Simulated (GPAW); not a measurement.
TiSi2, 6 atoms in the cell. It takes space group Cmcm (No. 63, orthorhombic). The conventional cell has a = 3.530 Å, b = 13.519 Å, c = 3.565 Å, α = 90.00°, β = 90.00°, γ = 90.00°. Ti (site symmetry m2m) is surrounded by 10 Si at 2.58 to 2.81 Å. Around Si (site symmetry m2m) lie 4 Si at 2.51 Å and 4 Ti at 2.66 to 2.67 Å. Si (site symmetry m2m) has 2 Si at 2.38 Å and 4 Ti at 2.58 Å as nearest neighbours. The cell comes from a database or a generator and needn't be the stable form of this composition.

| Quantity | Value |
| --- | --- |
| Program | GPAW 26.7.0 |
| Task | equation of state |
| Functional | LDA |
| Potentials or basis | the program's PAW data sets (release 1.2.1) made for this functional |
| Cutoff | 600 eV |
| Basis | pw |
| k mesh | 5 × 5 × 5 |
| Occupations | fermi-dirac, width 0.05 eV |
| Spin | no spin polarisation |
| Maxiter | 150 |
| Eos scales | [0.94, 0.96, 0.98, 1.0, 1.02, 1.04, 1.06] |

Potentials or basis: the program's PAW data sets (release 1.2.1) made for this functional, pw.

Command:

```console
$ OMP_NUM_THREADS=1 python run.py
```

Hardware: 1 thread of Arm Neoverse V2, with other jobs on the host.

Estimate the wall time of this run.

Run time: 12 min on 1 thread of Arm Neoverse V2, on a shared host, peak memory 0.52 GiB. Counts: scf iterations 78, plane waves 2682, bands 38, k points 39.
